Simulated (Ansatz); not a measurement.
ZrN, 2 atoms in the cell. Symmetry: Fm-3m, No. 225, cubic system. The conventional cell has a = 4.600 Å, b = 4.600 Å, c = 4.600 Å, α = 90.00°, β = 90.00°, γ = 90.00°. Zr (site symmetry m-3m) is surrounded by 6 N at 2.30 Å. Around N (site symmetry m-3m) lie 6 Zr at 2.30 Å. 

```yaml
Program: Ansatz 0.2.0
Task: single point
Functional: HSE(alpha, omega)
Potentials_or_basis: all-electron PAW datasets made for the crystal
Cutoff: 360 eV (chosen from the basis error)
k_mesh: 5 × 5 × 5
Occupations: fermi-dirac, width 0.05 eV
Spin: no spin polarisation
Share_of_exact_exchange: 0.25
Screening_of_exact_exchange: 0.4 1/A
```

Potentials or basis: all-electron PAW datasets made for the crystal.

Command:

```bash
$ ansatz run input.yaml --threads 1 --pin off --max-ram 3072MiB --backend cpu --events-out ev --progress --plain --runs-dir out
```

Hardware: 1 thread of Arm Neoverse V2, on a shared host.

**Question.** How long does it take, and how much memory?

**Answer.** It took 68 s on 1 thread of Arm Neoverse V2, with other jobs on the host, peak memory 0.69 GiB. Counts: scf iterations 12, plane waves 339, k points 10, bands 15.
